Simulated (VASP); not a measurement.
# FeO (Wuestite) (Fm-3m) in VASP: a series of runs

One crystal, FeO (Wuestite), is run at these levels: LDA; tasks: single point.

Everything below comes from runs of VASP 6.6.1. Logs are shortened: lines on timing, memory, paths and dates and some standing lists are left out, and cuts for length are marked.

### 1 The structure

Symmetry: Fm-3m, No. 225, cubic system. The conventional cell has a = 4.311 Å, b = 4.311 Å, c = 4.311 Å, α = 90.00°, β = 90.00°, γ = 90.00°. Fe (site symmetry m-3m) has 6 O at 2.16 Å as nearest neighbours. Around O (site symmetry m-3m) lie 6 Fe at 2.16 Å.

### 2 Single point, LDA, collinear spin, ferromagnetic start

The input, INCAR:

```
PREC     = Accurate       # precision mode
ENCUT    = 550            # plane-wave cutoff, eV
EDIFF    = 1E-7           # SCF threshold, eV
ISMEAR   = 0              # smearing method
SIGMA    = 0.05           # smearing width, eV
LREAL    = False          # projectors in reciprocal space
LASPH    = True           # aspherical terms in the spheres
NELM     = 100            # most SCF steps
ALGO     = Normal         # electronic algorithm
ISIF     = 2              # what is computed and relaxed
LWAVE    = False          # write WAVECAR
LCHARG   = False          # write CHGCAR
ISPIN    = 2              # spin polarisation
MAGMOM   = 3 0            # initial moments
LORBIT   = 11             # projections on sites
LMAXMIX  = 4              # l up to which the mixer works
NBANDS   = 18             # bands
ADDGRID  = False
```

The input, KPOINTS:

```
Automatic mesh
0
Gamma
  6 6 6
```

The input, POSCAR:

```
FeO
1.0
    0.0000000000      2.1554000000      2.1554000000
    2.1554000000      0.0000000000      2.1554000000
    2.1554000000      2.1554000000      0.0000000000
Fe O
1 1
Direct
    0.0000000000      0.0000000000      0.0000000000
    0.5000000000      0.5000000000      0.5000000000
```

Potentials or basis: VASP PAW LDA potentials, release 64 (Fe, O).

Started as:

```sh
> cat potpaw_LDA.64/Fe/POTCAR potpaw_LDA.64/O/POTCAR > POTCAR
> mpirun -np 1 vasp_std > vasp.out
```

OUTCAR:

```text
PREC = Accurate
   ENCUT = 550
   EDIFF = 1E-7
   ISMEAR = 0
   LREAL = False
   LASPH = True
   NELM = 100
   ISIF = 2
   ISPIN = 2
   LORBIT = 11

 Found     16 irreducible k-points:

 Following reciprocal coordinates:
            Coordinates               Weight
  0.000000  0.000000  0.000000      1.000000
  0.166667  0.000000  0.000000      8.000000
  0.333333  0.000000  0.000000      8.000000
  0.500000  0.000000  0.000000      4.000000
  0.166667  0.166667  0.000000      6.000000
  0.333333  0.166667  0.000000     24.000000
   k-points           NKPTS =     16   k-points in BZ     NKDIM =     16   number of bands    NBANDS=     18
   number of dos      NEDOS =    301   number of ions     NIONS =      2
   total plane-waves  NPLWV =  13824
   dimension x,y,z NGX =    24 NGY =   24 NGZ =   24
   dimension x,y,z NGXF=    48 NGYF=   48 NGZF=   48
   ions per type =               1   1
   NGX,Y,Z   is equivalent  to a cutoff of  13.09, 13.09, 13.09 a.u.
   NGXF,Y,Z  is equivalent  to a cutoff of  26.18, 26.18, 26.18 a.u.
 SYSTEM =  unknown system
   PREC   = accura    normal or accurate (medium, high low for compatibility)
   ISTART =      0    job   : 0-new  1-cont  2-samecut
   ICHARG =      2    charge: 1-file 2-atom 10-const
   ISPIN  =      2    spin polarized calculation?
   LNONCOLLINEAR =      F non collinear calculations
   LSORBIT =      F    spin-orbit coupling
   LASPH  =      T    aspherical Exc in radial PAW
   ENCUT  =  550.0 eV  40.42 Ry    6.36 a.u.   5.83  5.83  5.83*2*pi/ulx,y,z
   NELM   =    100;   NELMIN=  2; NELMDL= -5     # of ELM steps
   EDIFF  = 0.1E-06   stopping-criterion for ELM
   LREAL  =      F    real-space projection
   EDIFFG = 0.1E-05   stopping-criterion for IOM
   NSW    =      0    number of steps for IOM
   IBRION =     -1    ionic relax: 0-MD 1-quasi-New 2-CG
   NFREE  =      0    steps in history (QN), initial steepest desc. (CG)
   ISIF   =      2    stress and relaxation
   ISYM   =      2    0-nonsym 1-usesym 2-fastsym
   POTIM  = 0.5000    time-step for ionic-motion
   TEBEG  =    0.0;   TEEND  =   0.0 temperature during run
   PSTRESS=    0.0 pullay stress
   NELECT =      14.0000    total number of electrons
   NUPDOWN=      -1.0000    fix difference up-down
   EMIN   =  10.00;   EMAX   =-10.00  energy-range for DOS
   EFERMI =   0.00;   METHOD = LEGACY
   ISMEAR =     0;   SIGMA  =   0.05  broadening in eV -4-tet -1-fermi 0-gaus
   EFERMI_NEDOS =   21; number of points for ismear=-14 and -15
   IALGO  =     38    algorithm
   IMIX   =      4    mixing-type and parameters
     AMIX     =   0.40;   BMIX     =  1.00
     AMIX_MAG =   1.60;   BMIX_MAG =  1.00
  volume/ion in A,a.u.               =      10.01        67.57
  Fermi-wavevector in a.u.,A,eV,Ry     =   1.452935  2.745650 28.722187  2.111021
  Thomas-Fermi vector in A             =   2.570260
   LORBIT       =     11    0 simple, 1 ext, 2 COOP (PROOUT), +10 PAW based schemes
   GGA     = CA    functional components
   LHFCALC =     F    Hartree Fock is set to
   AEXX    =    0.0000 exact exchange contribution
   IVDW    =     0    specifies the selected vdW correction
   LEPSILON=     F    determine dielectric tensor
   LRPA    =     F    only Hartree local field effects (RPA)
 spin polarized calculation
 Gauss-broadening in eV      SIGMA  =   0.05
  energy-cutoff  :      550.00
  volume of cell :       20.03
 maximum number of plane-waves:       598
   NGX = 11   NGY = 11   NGZ = 11

 number of electron      13.9999998 magnetization       3.9996682

 Free energy of the ion-electron system (eV)
  ---------------------------------------------------
  ext. energy  EPLUGINS =         0.00000000
  ---------------------------------------------------
  free energy    TOTEN  =       -16.39194439 eV

  energy without entropy =      -16.38974227  energy(sigma->0) =      -16.39084333

 E-fermi :   5.8335     XC(G=0): -12.6219

 val. band max:        5.8204698883   @ k =   0.1667   0.1667   0.0000
 cond. band min:       5.9019264532   @ k =  -0.3333   0.3333   0.1667
 fundamental gap:      0.0814565648
 Fermi energy:         5.8335209688

 spin component 1

 k-point     1 :       0.0000    0.0000    0.0000
  band No.  band energies     occupation
      1     -14.5370      1.00000
      2       2.0992      1.00000
      3       2.0992      1.00000
      4       2.0992      1.00000
      5       2.1899      1.00000
      6       2.1899      1.00000
[... 10 lines left out ...]
     17      26.4016      0.00000
     18      29.5187      0.00000

 k-point     2 :       0.1667    0.0000    0.0000
  band No.  band energies     occupation
      1     -14.2634      1.00000
      2       0.1827      1.00000
      3       0.7483      1.00000
      4       0.7483      1.00000
      5       2.4122      1.00000
      6       2.4122      1.00000
[... 10 lines left out ...]
     17      29.2819      0.00000
     18      32.5856      0.00000

 k-point     3 :       0.3333    0.0000    0.0000
  band No.  band energies     occupation
      1     -13.6521      1.00000
      2      -1.9626      1.00000
      3      -0.2878      1.00000
      4      -0.2878      1.00000
      5       2.8188      1.00000
      6       2.8188      1.00000
[... 10 lines left out ...]
     17      31.2187      0.00000
     18      33.8484      0.00000

 k-point     4 :       0.5000    0.0000    0.0000
  band No.  band energies     occupation
      1     -13.3034      1.00000
      2      -2.8664      1.00000
      3      -0.6564      1.00000
      4      -0.6564      1.00000
      5       3.0339      1.00000
      6       3.0339      1.00000
[... 10 lines left out ...]
     17      29.5645      0.00000
     18      31.9912      0.00000

 k-point     5 :       0.1667    0.1667    0.0000
  band No.  band energies     occupation
      1     -14.1916      1.00000
      2      -0.4510      1.00000
      3       1.2127      1.00000
      4       1.2127      1.00000
      5       1.9440      1.00000
      6       2.5603      1.00000
[... 10 lines left out ...]
     17      29.8970      0.00000
     18      30.0474      0.00000

 k-point     6 :       0.3333    0.1667    0.0000
  band No.  band energies     occupation
      1     -13.7372      1.00000
      2      -1.5436      1.00000
      3       0.0280      1.00000
      4       0.3501      1.00000
      5       2.2183      1.00000
      6       2.9071      1.00000
[... 10 lines left out ...]
     17      32.8043      0.00000
     18      33.7689      0.00000

 [... further k-points ...]

 spin component 2

 k-point     1 :       0.0000    0.0000    0.0000
  band No.  band energies     occupation
      1     -13.9648      1.00000
      2       2.7078      1.00000
      3       2.7078      1.00000
      4       2.7078      1.00000
      5       5.0706      1.00000
      6       5.0706      1.00000
[... 10 lines left out ...]
     17      27.6897      0.00000
     18      30.6637      0.00000

 k-point     2 :       0.1667    0.0000    0.0000
  band No.  band energies     occupation
      1     -13.6889      1.00000
      2       1.0185      1.00000
      3       1.9923      1.00000
      4       1.9923      1.00000
      5       5.3609      1.00000
      6       5.3654      1.00000
[... 10 lines left out ...]
     17      30.3063      0.00000
     18      33.7800      0.00000

 k-point     3 :       0.3333    0.0000    0.0000
  band No.  band energies     occupation
      1     -13.0722      1.00000
      2      -1.1721      1.00000
      3       1.0688      1.00000
      4       1.0688      1.00000
      5       5.9126      0.01263
      6       5.9126      0.01262
[... 10 lines left out ...]
     17      31.8640      0.00000
     18      34.6590      0.00000

 k-point     4 :       0.5000    0.0000    0.0000
  band No.  band energies     occupation
      1     -12.7202      1.00000
      2      -2.0966      1.00000
      3       0.7139      1.00000
      4       0.7139      1.00000
      5       6.2030      0.00000
      6       6.2030      0.00000
[... 10 lines left out ...]
     17      30.0866      0.00000
     18      32.6209      0.00000

 k-point     5 :       0.1667    0.1667    0.0000
  band No.  band energies     occupation
      1     -13.6150      1.00000
      2       0.5902      1.00000
      3       2.1549      1.00000
      4       2.1549      1.00000
      5       4.7044      1.00000
      6       5.8205      0.64399
[... 10 lines left out ...]
     17      31.1301      0.00000
     18      31.1301      0.00000

 k-point     6 :       0.3333    0.1667    0.0000
  band No.  band energies     occupation
      1     -13.1529      1.00000
      2      -0.6702      1.00000
      3       1.1721      1.00000
      4       1.4890      1.00000
      5       4.9135      1.00000
      6       6.1189      0.00000
[... 10 lines left out ...]
     17      33.5325      0.00000
     18      34.6318      0.00000

 [... further k-points ...]

------------------------ aborting loop because EDIFF is reached ----------------------------------------

  FORCE on cell =-STRESS in cart. coord.  units (eV):
  Direction    XX          YY          ZZ          XY          YZ          ZX
  --------------------------------------------------------------------------------------
  -------------------------------------------------------------------------------------
  Total       -1.8993995     -1.8993995     -1.8993995      0.0000000      0.0000000      0.0000000
  in kB     -151.9543944   -151.9543944   -151.9543944      0.0000000      0.0000000      0.0000000
  external PRESSURE =    -151.9543944 kB  Pullay stress =       0.0000000 kB

 VOLUME and BASIS-vectors are now :
 -----------------------------------------------------------------------------
  energy-cutoff  :      550.00
  volume of cell :       20.03
      direct lattice vectors                 reciprocal lattice vectors
     0.000000000  2.155400000  2.155400000    -0.231975503  0.231975503  0.231975503
     2.155400000  0.000000000  2.155400000     0.231975503 -0.231975503  0.231975503
     2.155400000  2.155400000  0.000000000     0.231975503  0.231975503 -0.231975503

 POSITION                                       TOTAL-FORCE (eV/Angst)
 -----------------------------------------------------------------------------------
      0.00000      0.00000      0.00000         0.000000      0.000000     -0.000000
      2.15540      2.15540      2.15540        -0.000000     -0.000000      0.000000
 -----------------------------------------------------------------------------------
    total drift:                                0.000000     -0.000000      0.000000

  FREE ENERGIE OF THE ION-ELECTRON SYSTEM (eV)
  ---------------------------------------------------
  free  energy   TOTEN  =       -16.3919443911 eV

  energy  without entropy=      -16.3897422739  energy(sigma->0) =      -16.39084333

 total charge

# of ion       s       p       d       tot
------------------------------------------
    1        0.293   0.365   6.106   6.763
    2        1.542   3.411   0.000   4.953
--------------------------------------------------
tot          1.835   3.775   6.106  11.716

 magnetization (x)

# of ion       s       p       d       tot
------------------------------------------
    1        0.025   0.021   3.532   3.578
    2        0.030   0.285   0.000   0.315
--------------------------------------------------
tot          0.055   0.306   3.532   3.893
```

It took 17 s on 1 thread of Intel Xeon Platinum 8375C at 2.90GHz (Ice Lake), shared host; peak memory 0.13 GiB.

The run converged, but some of its settings lie outside the range that counts as converged, so its numbers aren't taken as properties of the crystal.

What came out:

```
Free energy                                           : -16.3919 eV
Pressure                                              : -15.2 GPa
Band gap on the k mesh                                : none (metal or under the smearing width)
Net moment                                            : 4.00 μB per cell
Site moments                                          : Fe +3.58; O +0.32 μB
Valence electrons inside the program's atomic spheres : Fe 6.76; O 4.95
```

Caveat: the k mesh is coarse (spacing up to 0.42 Å⁻¹), so the values aren't converged; a cell with one magnetic atom can't hold antiferromagnetic order, which such compounds often take; semilocal functionals often make such compounds metallic where correlation or magnetic order opens a gap, which also shifts bond lengths.

[end of part 1 of 2]
